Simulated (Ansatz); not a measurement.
# TaSi2 (P6_222) in Ansatz: notebook

The runs below take TaSi2 through relaxation of cell and atoms, single point, with PBE.

Program: Ansatz 0.2.0. These are calculated values, not measurements. Logs are shortened: lines on timing, memory, paths and dates and some standing lists are left out, and cuts for length are marked.

## (1) The structure

It takes space group P6_222 (No. 180, hexagonal). Conventional cell: a = 4.780 Å, b = 4.780 Å, c = 6.564 Å, α = 90.00°, β = 90.00°, γ = 120.00°. Around Ta (site symmetry 222) lie 10 Si at 2.59 to 2.76 Å. Si (site symmetry 2) has 5 Si at 2.59 to 2.76 Å and 5 Ta at 2.59 to 2.76 Å as nearest neighbours.

## (2) Relaxation of cell and atoms, PBE

The input, input.yaml:

```yaml
crystal:
  lattice:
    - [4.78, 0.0, 0.0]
    - [-2.39, 4.1396014301, 0.0]
    - [0.0, 0.0, 6.564]
  atoms:
    - { symbol: Ta, position: [0.0, 0.5, 0.1666666667] }
    - { symbol: Ta, position: [0.5, 0.5, 0.8333333333] }
    - { symbol: Ta, position: [0.5, 0.0, 0.5] }
    - { symbol: Si, position: [0.3333, 0.16665, 0.1666666667] }
    - { symbol: Si, position: [0.16665, 0.83335, 0.8333333333] }
    - { symbol: Si, position: [0.83335, 0.6667, 0.5] }
    - { symbol: Si, position: [0.6667, 0.83335, 0.1666666667] }
    - { symbol: Si, position: [0.83335, 0.16665, 0.8333333333] }
    - { symbol: Si, position: [0.16665, 0.3333, 0.5] }
hamiltonian:
  xc: pbe
  pseudopotentials: { kind: paw }
kpoints:
  mp_grid: { grid: [5, 5, 3] }
scf:
  occupations: { method: fermi_dirac, width: 0.05 }
output:
  forces: true
  stress: true
  eigenvalues: true
  write_density: true
  write_potential: true
  elf: true
  volumetric_format: npy
relax:
  f_tol: 0.01
  max_steps: 40
  cell: { stress_tol: 0.05 }
```

Potentials or basis: Ansatz PAW.

Started as:

```sh
$ ansatz run input.yaml --threads 4 --pin off --max-ram 11264MiB --backend cpu --events-out ev --progress --plain --runs-dir out
```

Output:

```text
Warning: RAYON_NUM_THREADS=4 ignored (pool sized by the plan → 4); use --threads N
Engine: ansatz 0.2.0, aarch64-unknown-linux-gnu
Pseudopotentials: kind: paw
Pseudopotential: Ta, paw, valence charge 13, recommended cutoff 420 eV (normal), Ta.paw.azcp
Pseudopotential: Si, paw, valence charge 4, recommended cutoff 420 eV (normal), Si.paw.azcp
Functional definition: PBE
  parameter kappa = 0.804
  parameter beta = 0.06672455060314922
  exchange = pbe_x(kappa = kappa, mu = beta*pi^2/3)
  correlation = pbe_c(beta = beta)
Crystal: 9 atoms, lattice volume = 129.884 Å³
Basis set: ecut = 420 eV, 2523 PW (Γ), exchange–correlation on 64×64×90 points (8 copies of the dense FFT grid, shifted against one another)
Bands: 41, of which v1, the nominal top of the filled ones, is band 32 counted from 1 (31 counted from 0)
Symmetry: 12 space group operations
Space group: P6222 (ITA 180), of the structure as read, at distance tolerance 5.1e-5 Å
k-points: 10 of 75
Non-local potential: Ta, projectors of the file, l = 0: 3, l = 1: 2, l = 2: 2, l = 3: 1
Non-local potential: Si, projectors of the file, l = 0: 2, l = 1: 2, l = 2: 2
PAW form: soft (Blöchl's): semilocal exchange-correlation on the pseudo side does not see the compensation charge
PAW one-centre angular grid: Ta, 590 points (default); XC on 64 Gauss nodes
PAW one-centre angular grid: Si, 110 points (default); XC on 64 Gauss nodes
Initial density: superposition of atomic densities (neutral atoms: chi_scale 0, normalization atom), corrected by the library's trained network
Initial wavefunctions: pseudopotential atomic-orbital guess
Functional: x = pbe(κ = 0.804, μ = 0.2195149727645171), c = pbe(β = 0.06672455060314922)
SCF iter   1: F=—  HF=-33615.709482 eV  |F-HF|=—  |Δ(HF+E_count)|=         —  Δρ=3.99e-3  dr2=1.55e-2  ethr=1.77e-3  ⟨swp⟩=6.9  Hψ=1931  notcnv=0  defer=4
preconditioner: auto → Kerker (q_TF=auto, 2.418 Å⁻¹)  [metal: Δε(μ)=0.134 eV  Ē_g=7.354 eV  σ=0.050 eV  W_gap=0.48  n_scr=22 (ndim 8)  ℏωp=20.3 eV  f_vac=0.000  D(μ)=5.37/eV (n_scr^D=40)]
SCF iter   2: F=—  HF=-33615.709778 eV  |F-HF|=—  |Δ(HF+E_count)|=   2.95e-4  Δρ=2.25e-3  dr2=4.66e-3  ethr=2.45e-5  ⟨swp⟩=2.1  Hψ=574  notcnv=0  defer=10
SCF iter   3: F=—  HF=-33615.710142 eV  |F-HF|=—  |Δ(HF+E_count)|=   3.64e-4  Δρ=4.36e-4  dr2=2.92e-4  ethr=7.40e-6  ⟨swp⟩=2.7  Hψ=571  notcnv=0  defer=10
SCF iter   4: F=—  HF=-33615.710094 eV  |F-HF|=—  |Δ(HF+E_count)|=   4.81e-5  Δρ=9.71e-5  dr2=1.11e-5  ethr=4.63e-7  ⟨swp⟩=2.2  Hψ=561  notcnv=0  defer=10
SCF iter   5: F=—  HF=-33615.710020 eV  |F-HF|=—  |Δ(HF+E_count)|=   7.34e-5  Δρ=1.45e-5  dr2=2.56e-7  ethr=1.76e-8  ⟨swp⟩=2.0  Hψ=579  notcnv=0  defer=10
SCF iter   6: F=-33615.710020 eV  HF=-33615.710020 eV  |F-HF|=3.03e-9  |Δ(HF+E_count)|=   9.37e-9  Δρ=2.39e-6  dr2=7.63e-9  ethr=1.59e-10  ⟨swp⟩=14.0  Hψ=2825  notcnv=0
SCF 1 converged in 6 iterations: F = -33615.710020 eV  dr2 = 7.63e-9
relax step   1: F+E_penalty+E_count = -33615.71002023 eV  Δ(F+E_penalty+E_count) = +0.000e0 eV  max|allowed force component| = 7.929e-1 eV/Å  Δτ_max = 0.0000 Å  P = +3.583 GPa  Ω = 129.884 Å³  (6 SCF iters, dr2 threshold 1.00e-7 eV, accepted)
Crystal: 9 atoms, lattice volume = 133.656 Å³
Basis set: ecut = 420 eV, 2567 PW (Γ), exchange–correlation on 64×64×90 points (8 copies of the dense FFT grid, shifted against one another)
Initial density: handed on by an earlier stage of this run
Initial wavefunctions: those handed on with the density
iter 1 solved again at ethr=9.72e-5 eV; its pass at ethr=3.10e-3 eV (dr2=6.13e-2 eV) is discarded
SCF iter   1: F=—  HF=-33615.883485 eV  |F-HF|=—  |Δ(HF+E_count)|=         —  Δρ=4.93e-3  dr2=6.31e-2  ethr=9.72e-5  ⟨swp⟩=2.4  Hψ=2078  notcnv=0
preconditioner: auto → Resta (q_TF=auto, 2.407 Å⁻¹)  ε∞=8.7  [insulator: Δε(μ)=0.120 eV  Ē_g=7.233 eV  σ=0.050 eV  W_gap=0.51  n_scr=22 (ndim 8)  ℏωp=20.1 eV  f_vac=0.000  D(μ)=3.27/eV (n_scr^D=22)  ε∞_Penn≈8.7]
SCF iter   2: F=—  HF=-33615.871749 eV  |F-HF|=—  |Δ(HF+E_count)|=   1.17e-2  Δρ=2.67e-3  dr2=1.65e-2  ethr=9.72e-5  ⟨swp⟩=1.1  Hψ=411  notcnv=0
[... 47 lines left out ...]
SCF iter   4: F=-33615.890556 eV  HF=-33615.890556 eV  |F-HF|=2.18e-11  |Δ(HF+E_count)|=   1.06e-9  Δρ=3.65e-7  dr2=5.72e-11  ethr=1.00e-12  ⟨swp⟩=2.2  Hψ=619  notcnv=0
iter 5 did not close the SCF: its close was put off for the readings that it lacked (scf_convergence_deferred on its scf_iter line)
SCF iter   5: F=-33615.890556 eV  HF=-33615.890556 eV  |F-HF|=0.00e0  |Δ(HF+E_count)|=  1.46e-11  Δρ=8.70e-8  dr2=5.62e-12  ethr=1.00e-12  ⟨swp⟩=1.0  Hψ=410  notcnv=0
iter 6 did not close the SCF: its close was put off for the readings that it lacked (scf_convergence_deferred on its scf_iter line)
SCF iter   6: F=-33615.890556 eV  HF=-33615.890556 eV  |F-HF|=0.00e0  |Δ(HF+E_count)|=  7.28e-12  Δρ=1.18e-8  dr2=1.35e-13  ethr=1.00e-12  ⟨swp⟩=1.0  Hψ=410  notcnv=0
iter 7 did not close the SCF: its close was put off for the readings that it lacked (scf_convergence_deferred on its scf_iter line)
SCF iter   7: F=-33615.890556 eV  HF=-33615.890556 eV  |F-HF|=3.64e-11  |Δ(HF+E_count)|=  7.28e-12  Δρ=1.54e-9  dr2=2.09e-15  ethr=1.00e-12  ⟨swp⟩=1.0  Hψ=410  notcnv=0
SCF iter   8: F=-33615.890556 eV  HF=-33615.890556 eV  |F-HF|=0.00e0  |Δ(HF+E_count)|=  2.18e-11  Δρ=8.96e-10  dr2=1.89e-15  ethr=1.00e-12  ⟨swp⟩=3.1  Hψ=1183  notcnv=0
SCF 5 converged in 8 iterations: F = -33615.890556 eV  dr2 = 1.89e-15
relax step   5: F+E_penalty+E_count = -33615.89055643 eV  Δ(F+E_penalty+E_count) = -6.565e-4 eV  max|allowed force component| = 3.455e-3 eV/Å  Δτ_max = 0.0000 Å  P = +0.035 GPa  Ω = 132.030 Å³  stress off target by 4.82e-2 GPa  SCF on the basis re-selected at this cell (its energy is not comparable with the rows above)  (8 SCF iters)
basis re-selected at this cell: Δ(F+E_penalty+E_count) = -6.565e-4 eV, ΔP = +0.006 GPa vs the last step (what re-selecting the basis moved, of the pressure what is left beyond the Pulay correction that the steps carried, after the strain that the cell walked since its last selection, with what the two solves' SCF thresholds leave and, on support functions, any second-order correction that the steps lacked; it is no measure of the basis error at this ecutwfc). The dense FFT grid was sized anew with the basis: this SCF ran on 36×36×45 points, the steps before it on 32×32×45, so part of this shift can come from that change (see relax.cell in the input reference). This SCF's stress stands 4.82e-2 GPa from its target on what of the cell is left free (relax.cell.stress_tol is 5.00e-2 GPa) and its largest allowed force component is 3.46e-3 eV/Å (relax.f_tol is 1.00e-2 eV/Å): within both
SCF converged after 8 iterations
Free energy (F): -33615.890556 eV
Harris-Foulkes:  -33615.890556 eV  (|F-HF|=0.00e0)
Internal energy: -33615.864225 eV  (E = F + TS)
E sigma→0 (E₀):  -33615.877391 eV
Entropy (-TS):   -0.026331 eV (-2.926 meV/atom)
Fermi energy:    14.963876 eV
--- Per-component energies (eV) ---
  E_band       = -269.651144
  E_kinetic    = 1359.074350
  E_local      = -2361.584498  (includes V_loc(G=0)·N_el)
  E_nonlocal   = 195.594423
  E_hartree    = 900.204863
  E_xc         = -997.164683
  E_vxc        = -907.157821  (∫ρ·V_xc dr)
  E_paw        = -28267.287084  (= ΣΔE_a)
  E_vpaw       = -355.987833  (= ΣTr[D̂ρ^β])
  E_aug_tail   = 0.000511  (compensation charges beyond the density's cutoff)
  E_ewald      = -4444.702108
  E_smearing   = -0.026331  (= −TS)
  E_closure    = 0.000000  (closes the sum)
  Σ components = -33615.890556   (vs F -33615.890556, Δ=0.00e0)
--- Forces (eV/Å), atoms counted from 1 ---
  atom   1  Ta     0.00000000    -0.00000000    -0.00000000
  atom   2  Ta     0.00000000     0.00000000     0.00000000
  atom   3  Ta    -0.00000000     0.00000000     0.00000000
  atom   4  Si     0.00299249     0.00172772    -0.00000000
  atom   5  Si     0.00299249    -0.00172772     0.00000000
  atom   6  Si    -0.00000000    -0.00345544    -0.00000000
  atom   7  Si    -0.00299249    -0.00172772     0.00000000
  atom   8  Si    -0.00299249     0.00172772    -0.00000000
  atom   9  Si    -0.00000000     0.00345544     0.00000000
  max |Σ_I F_I| component: 7.03e-17 eV/Å
--- Stress (GPa, compression-positive) ---
        0.028462       0.000000       0.000000
        0.000000       0.028462       0.000000
        0.000000       0.000000       0.048216
  P = ⅓ Tr σ = 0.0350 GPa (0.350 kbar)
--- Band table (eV; the first three rows and the last of 10) ---
  k-point 0: bands = ["-52.7152", "-52.7009", "-52.7009", "-19.3924", "-19.3924", "-19.3904", "-19.3222", "-19.3222", "-19.2386", "-19.2268", "-19.2252", "-19.2252", "1.6752", "4.9825", "4.9825", "8.4828", "8.9594", "8.9594", "9.1924", "9.1924", "10.1469", "11.1807", "11.1807", "11.5456", "12.4048", "12.4048", "12.4885", "12.5297", "12.5297", "12.8015", "12.8015", "13.4722", "15.7225", "17.8778", "17.8778", "18.3324", "18.4430", "18.4483", "18.7855", "18.7855", "18.9344"]
  k-point 1: bands = ["-52.7130", "-52.7073", "-52.6967", "-19.4326", "-19.3731", "-19.3365", "-19.3277", "-19.3267", "-19.2644", "-19.2430", "-19.2336", "-19.1982", "2.1032", "3.3000", "6.6455", "8.5107", "8.8387", "9.2132", "9.2160", "9.5883", "10.0073", "10.2959", "10.3454", "10.6371", "12.2250", "12.4331", "12.6191", "12.7478", "12.8452", "13.0114", "13.2996", "14.7957", "16.6283", "17.4718", "17.4890", "17.8958", "18.3496", "18.4146", "18.6233", "18.8527", "18.8592"]
  k-point 2: bands = ["-52.7140", "-52.7020", "-52.7009", "-19.4222", "-19.3991", "-19.3643", "-19.3265", "-19.3174", "-19.2413", "-19.2326", "-19.2283", "-19.2113", "2.0513", "5.1957", "5.2789", "6.7962", "7.7542", "8.8774", "9.2675", "10.3258", "10.8303", "11.1126", "11.2440", "11.5010", "11.9992", "12.1634", "12.6386", "12.8046", "12.9953", "13.0017", "13.3455", "13.3655", "15.6156", "16.9746", "17.3370", "17.8665", "17.9717", "18.0744", "18.2900", "18.7174", "18.8068"]
  k-point 9: bands = ["-52.7102", "-52.7052", "-52.7015", "-19.4287", "-19.4233", "-19.3821", "-19.3197", "-19.2921", "-19.2569", "-19.2355", "-19.2123", "-19.2079", "4.0022", "4.8583", "4.9344", "5.7890", "6.7701", "7.7579", "8.8064", "9.6351", "10.6451", "11.2562", "11.6550", "12.0762", "12.2500", "12.5913", "12.6769", "12.7205", "13.4262", "14.1907", "14.7154", "14.9188", "16.0931", "16.8091", "16.8886", "17.4246", "17.5553", "17.6843", "17.8625", "18.2452", "18.4138"]
--- Relaxed structure (4 steps of the walk, 4 accepted, 1 SCFs on fresh bases) ---
  F+E_penalty+E_count = -33615.89055643 eV   max|allowed force component| = 3.455e-3 eV/Å   (the final SCF, on the basis selected at the relaxed cell)
  cell:  # Å, volume = 132.0297 Å³
    - [4.814240095925314, -5.5661163632403026e-33, -1.9390043054798674e-33]
    - [-2.407120047962657, 4.169254222988955, 7.10608362909892e-19]
    - [-1.3729458702212286e-33, 1.1267831874417137e-18, 6.577875719427931]
  atoms:
    - { symbol: Ta, position: [-2.77780972931116e-17, 0.4999999999999999, 0.16666666666666669] }
    - { symbol: Ta, position: [0.4999999999999999, 0.4999999999999999, 0.8333333333333333] }
    - { symbol: Ta, position: [0.49999999999999994, 3.7249393429047517e-19, 0.49999999999999994] }
    - { symbol: Si, position: [0.3172897239743878, 0.1586448619871939, 0.16666666666666669] }
    - { symbol: Si, position: [0.15864486198719385, 0.8413551380128059, 0.8333333333333333] }
    - { symbol: Si, position: [0.8413551380128059, 0.6827102760256119, 0.49999999999999994] }
    - { symbol: Si, position: [0.682710276025612, 0.8413551380128059, 0.16666666666666669] }
    - { symbol: Si, position: [0.8413551380128059, 0.1586448619871939, 0.8333333333333333] }
    - { symbol: Si, position: [0.1586448619871939, 0.3172897239743878, 0.49999999999999994] }
```

Run time: 8.9 s. Hardware: 4 threads of Arm Neoverse V2, shared host; peak memory 0.44 GiB.

Results:

| Item | Value |
| --- | --- |
| Free energy | -33615.8906 eV |
| Relaxed volume | 14.67 Å³/atom |
| Relaxed cell | a = 4.814 Å, b = 4.814 Å, c = 6.578 Å, α = 90.00°, β = 90.00°, γ = 120.00° |
| Space group after relaxing (to 0.05 Å) | P6_222 (No. 180) |
| Energy gained by relaxing | 20.1 meV/atom |
| Ionic steps | 5 |
| Pressure after relaxing | 0.0 GPa |
| Largest force after relaxing | 0.003 eV/Å |
| Band gap on the k mesh | none (metal or under the smearing width) |

Forces in eV/Å, atoms in the order of the input:
```
Ta   0.000  0.000  0.000
Ta   0.000  0.000  0.000
Ta   0.000  0.000  0.000
Si   0.003  0.002  0.000
Si   0.003 -0.002  0.000
Si   0.000 -0.003  0.000
Si  -0.003 -0.002  0.000
Si  -0.003  0.002  0.000
Si   0.000  0.003  0.000
```

The path:
| step | energy change (eV) | largest force (eV/Å) | volume (Å³) |
| --- | --- | --- | --- |
| 1 | 0.0000 | 0.7929 | 129.88 |
| 2 | -0.1578 | 0.1265 | 133.66 |
| 3 | -0.1794 | 0.0103 | 132.23 |
| 4 | -0.1799 | 0.0034 | 132.03 |
| 5 | -0.1805 | 0.0035 | 132.03 |

Final structure:
```
Ta Si
1.0
     4.81424    0.00000    0.00000
    -2.40712    4.16925    0.00000
     0.00000    0.00000    6.57788
Ta Si
3 6
Cartesian
  -1.2036 2.0846 1.0963
  1.2036 2.0846 5.4816
  2.4071 0.0000 3.2889
  1.1456 0.6614 1.0963
  -1.2615 3.5078 5.4816
  2.4071 2.8464 3.2889
  1.2615 3.5078 1.0963
  3.6686 0.6614 5.4816
  0.0000 1.3229 3.2889
```

Levels at points of the mesh, in eV from the Fermi level:
| k point | band 28 | band 29 | band 30 | band 31 | band 32 | band 33 | band 34 | band 35 | band 36 | band 37 |
| --- | --- | --- | --- | --- | --- | --- | --- | --- | --- | --- |
| (0.00, 0.00, 0.00) | -2.43 | -2.43 | -2.16 | -2.16 | -1.49 | 0.76 | 2.91 | 2.91 | 3.37 | 3.48 |

Caveat: the plane-wave basis is chosen anew once the cell has moved, so the energies of steps on either side of that aren't comparable. PBE usually gives volumes a little too large and moduli too small.

[end of part 1 of 2]
